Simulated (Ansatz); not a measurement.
## diamond against fcc along group 13

The calculation used DFT, PBEsol, plane waves (420 eV) with PAW, scalar-relativistic in Ansatz. (PAW data from PBE, frozen cores regenerated.)

Each structure is relaxed within its symmetry, in the lowest magnetic state of the tried starts. Differences under about 8 meV lie within the error of the k-point mesh.

| element | E(diamond) − E(fcc) (meV/atom) | V(diamond) (Å³/atom) | V(fcc) (Å³/atom) | state of diamond | state of fcc |
| --- | --- | --- | --- | --- | --- |
| B | -311 | 8.20 | 5.82 | spin not included | spin not included |
| Al | 840 | 26.93 | 16.18 | spin not included | spin not included |
| Ga | 320 | 23.86 | 17.78 | spin not included | spin not included |
| In | ? | ? | ? | ? | ? |
| Tl | 430 | 40.73 | 28.43 | spin not included | spin not included |

(1) Fill in the row of In.

Results:

(1) E(diamond) − E(fcc) (meV/atom): 402; V(diamond) (Å³/atom): 35.29; V(fcc) (Å³/atom): 25.53; state of diamond: spin not included; state of fcc: spin not included.
